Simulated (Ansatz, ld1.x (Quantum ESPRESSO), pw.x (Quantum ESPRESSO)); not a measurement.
# What a changed setting does to a pw.x run (sc H)

Potential: PAW, ld1.x (Quantum ESPRESSO) 7.5, PBE; core none, reference 1s1; waves: 1s (bound): rcut 1.20, rcutus 1.58 bohr; 1s channel at 0.1 Ry: rcut 1.20, rcutus 1.58 bohr; 2p channel at 0.4 Ry: rc 1.52 bohr; local part: the p channel; core correction: none; augmentation: BESSEL, radius 0.86 bohr.

The reference run (k-mesh 18³, cutoffs 40/320 Ry, Fermi–Dirac 0.01 Ry, mixing_beta 0.4, conv_thr 1e-9, no spin) gives 1.54 GPa at 3.057 Å³/atom, where all-electron LAPW gives 1.13 GPa. This run, with its own iteration cap, changes degauss to 0.02.

```
&control
  calculation='scf', prefix='x', pseudo_dir='./', outdir='./tmp', tstress=.true., disk_io='none'
/
&system
  ibrav=0, nat=1, ntyp=1, ecutwfc=40, ecutrho=320, nbnd=7,
  occupations='smearing', smearing='fd', degauss=0.02
/
&electrons
  conv_thr=1e-09, mixing_beta=0.4, electron_maxstep=50
/
ATOMIC_SPECIES
H 1.0 H.UPF
CELL_PARAMETERS angstrom
  1.45132657 0.00000000 0.00000000
  0.00000000 1.45132657 0.00000000
  0.00000000 0.00000000 1.45132657
ATOMIC_POSITIONS crystal
H 0.0000 0.0000 0.0000
K_POINTS automatic
18 18 18 0 0 0
```

```bash
pw.x < H.scf.in > H.scf.out
```

Question: How does the run end?

Answer: It converges in 5 iterations; the free energy moves by -10.1 meV/atom and the pressure by +0.43 GPa. In a metal, with Fermi–Dirac smearing, F lies below its zero-width value by a term in the square of the width.

```
Message from routine setup:
     using ibrav=0 with symmetry is DISCOURAGED, use correct ibrav instead
     lattice parameter (alat)  =       2.7426  a.u.
     unit-cell volume          =      20.6297 (a.u.)^3
     number of electrons       =         1.00
     number of Kohn-Sham states=            7
     kinetic-energy cutoff     =      40.0000  Ry
     charge density cutoff     =     320.0000  Ry
     scf convergence threshold =      1.0E-09
     Exchange-correlation= SLA  PW   PBX  PBC
     number of k points=   220  Fermi-Dirac smearing, width (Ry)=  0.0200
     iteration #  1     ecut=    40.00 Ry     beta= 0.40
     total energy              =      -1.08704487 Ry
     estimated scf accuracy    <       0.00025541 Ry
     iteration #  2     ecut=    40.00 Ry     beta= 0.40
     total energy              =      -1.08708464 Ry
     estimated scf accuracy    <       0.00009579 Ry
     iteration #  3     ecut=    40.00 Ry     beta= 0.40
     total energy              =      -1.08708637 Ry
     estimated scf accuracy    <          7.4E-09 Ry
     iteration #  4     ecut=    40.00 Ry     beta= 0.40
     total energy              =      -1.08708640 Ry
     estimated scf accuracy    <       0.00000002 Ry
     iteration #  5     ecut=    40.00 Ry     beta= 0.40
     the Fermi energy is     2.8183 ev
!    total energy              =      -1.08708640 Ry
     estimated scf accuracy    <          4.5E-12 Ry
     smearing contrib. (-TS)   =      -0.00196433 Ry
     The total energy is F=E-TS. E is the sum of the following terms:
     one-electron contribution =       0.59226021 Ry
     hartree contribution      =       0.02995170 Ry
     xc contribution           =      -0.67342532 Ry
     ewald contribution        =      -1.03452469 Ry
     one-center paw contrib.   =       0.00061602 Ry
     convergence has been achieved in   5 iterations
          total   stress  (Ry/bohr**3)                   (kbar)     P=       19.73
     Message from routine punch:
     Nothing written, as per user request (disk_io='none')
```

The run took about 1.1 s on one core of a shared host (Neoverse-V1, 32 threads, 247 GiB, load 10).
